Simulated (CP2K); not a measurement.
Ta: equation of state with PBEsol

**The experiment to reproduce.**

From “Refinement of the equation of state of tantalum”, 2004, arxiv:cond-mat/0403080, for a bulk crystal of Ta: bulk modulus 194 GPa.

Crystal: Ta.

```
CELL_PARAMETERS angstrom
2.86010 0.00000 0.00000
-0.95337 2.69653 0.00000
-0.95337 -1.34826 2.33526
ATOMIC_POSITIONS crystal
Ta 0.00000 0.00000 0.00000
```

| Property | Result |
| --- | --- |
| Program | CP2K 2026.2 |
| Task | equation of state |
| Functional | PBEsol |
| Potentials or basis | POTENTIAL_UZH Ta GTH-PBE-q13; TZVP-MOLOPT-PBE-GTH basis |
| Density cutoff | 6123 eV |
| k mesh | 11 × 11 × 11 |
| Occupations | fermi-dirac, width 0.05 eV |
| Spin | no spin polarisation |

* Equilibrium volume: 17.66 Å³/atom
* Bulk modulus: 212 GPa
* Pressure derivative of the bulk modulus: 4.5

Energy against volume, from the lowest point:
```csv
volume (Å³/atom),energy (meV/atom)
16.930,21.43
17.290,5.26
17.650,0.00
18.010,4.48
18.371,17.64
18.731,38.60
19.091,66.58
```

All runs of the series together: 6.3 min on 2 threads of Arm Neoverse V2, on a shared host.

Measured bulk modulus of Ta: 194 GPa (quoted in “Refinement of the equation of state of tantalum”, 2004, arxiv:cond-mat/0403080). This calculation gives 212 GPa (+9.0 %). The fit is for a static lattice scaled at fixed shape and fixed fractional positions.

Caveat: the potentials were made for another functional, which shifts forces and pressure; the basis of atomic orbitals isn't converged, which shifts pressures, moduli and gaps. The run has no spin-orbit coupling, so splittings on Ta are missing.
